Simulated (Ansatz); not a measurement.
The system is BaTiO3.

```
Ba Ti O
1.0
    -2.82767   -1.63255   -2.31773
     2.82767   -4.89766    0.00000
    -2.82767   -1.63255    4.63546
Ba Ti O
2 2 6
Cartesian
  0.0173 -6.4883 4.4750
  -2.8449 -4.9396 0.1605
  -0.0507 -6.4912 1.1667
  0.0507 -3.3041 -0.9720
  -2.9184 -3.1975 2.1689
  0.0907 -4.8993 -0.0148
  -1.2876 -5.6890 2.2893
  -1.4829 -2.5067 -0.1352
  -4.0760 -2.5422 -0.0739
  1.1912 -2.3885 -0.0897
```

* Program: Ansatz 0.2.0
* Task: relaxation of cell and atoms
* Functional: PBE
* Dispersion: D3(BJ)
* Potentials or basis: Ansatz PAW
* Cutoff: 420 eV (not typed: the program's choice for these potentials)
* k mesh: 7 × 5 × 5
* Occupations: fermi-dirac, width 0.05 eV
* Spin: no spin polarisation

At the start: volume 12.84 Å³/atom.

Task: Where does the relaxation end?

Result: It ends after 10 steps and the volume is 12.97 Å³/atom (+1.0 %); space group R3m (No. 160, to 0.05 Å).

The path:
| step | energy change (eV) | largest force (eV/Å) | volume (Å³) |
| --- | --- | --- | --- |
| 1 | 0.0000 | 3.2270 | 128.39 |
| 2 | -0.6769 | 1.6843 | 130.69 |
| 3 | -0.9575 | 0.1385 | 128.69 |
| 4 | -0.9615 | 0.0909 | 129.17 |
| 5 | -0.9650 | 0.0197 | 129.93 |
| 6 | -0.9667 | 0.0317 | 129.55 |
| 7 | -0.9664 | 0.0039 | 129.68 |
| 8 | -0.9710 | 0.0039 | 129.68 |
| 9 | -0.9708 | 0.0004 | 129.74 |
| 10 | -0.9710 | 0.0004 | 129.74 |

Final structure:
```yaml
crystal:
  lattice:
    - [-2.83631, -1.63756, -2.32724]
    - [2.83669, -4.91307, -0.00019]
    - [-2.83674, -1.63755, 4.65499]
  atoms:
    - { symbol: Ba, position: [0.99727, 0.99998, 0.00276] }
    - { symbol: Ba, position: [0.99727, 0.49999, 0.50276] }
    - { symbol: Ti, position: [0.48474, 0.99998, 0.51533] }
    - { symbol: Ti, position: [0.48474, 0.49997, 0.01533] }
    - { symbol: O, position: [0.51058, 0.24621, 0.73561] }
    - { symbol: O, position: [0.51057, 0.74621, 0.23561] }
    - { symbol: O, position: [0.51056, 0.75383, 0.73560] }
    - { symbol: O, position: [0.51057, 0.25383, 0.23560] }
    - { symbol: O, position: [0.01815, 0.00001, 0.48940] }
    - { symbol: O, position: [0.01815, 0.50001, 0.98940] }
```

Caveat: the plane-wave basis is chosen anew once the cell has moved, so the energies of steps on either side of that aren't comparable; the pressure holds a Pulay correction of +0.5 GPa for the finite cutoff.
